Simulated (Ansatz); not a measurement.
Which way does LiCl + NaF ⇌ LiF + NaCl run?

Plane-wave DFT in Ansatz with scalar-relativistic PAW potentials, cutoff 500 eV, Γ-centred meshes chosen by cell and gap, Gaussian smearing with energies taken to zero width. Every cell was relaxed (cell and atoms) in a run of its own, within the symmetry of its start. Functional: r2SCAN.

Total energies hold large constants for each element; a whole number of eV per atom of each element is taken off below, which cancels in a balanced reaction.

```tsv
compound	lowest structure computed	structures tried	V (Å³/atom)	gap on mesh (eV)	E (eV per formula unit, common shift removed)
LiCl	Fm-3m	2	16.70	7.29	-3.7931
NaF	Fm-3m	2	12.12	7.28	-5.3727
LiF	Fm-3m	1	7.94	10.33	-6.3319
NaCl	Fm-3m	2	22.05	5.97	-3.3276
```

Q: Work out the reaction energy at 0 K.

A: ΔE = E(LiF) + E(NaCl) − E(LiCl) − E(NaF) = -0.494 eV, or -48 kJ per mole of reaction (-123 meV/atom). The right side is lower: Li takes F and Na takes Cl. The smaller cation ends with the smaller anion, the pairing that gives the greater sum of ionic lattice energies, which go as 1/(r₊ + r₋). All four are computed as solids; where they are solids at ordinary conditions entropy changes little. A lower structure that wasn't tried would shift the value, and mixed crystals may lie lower than either side.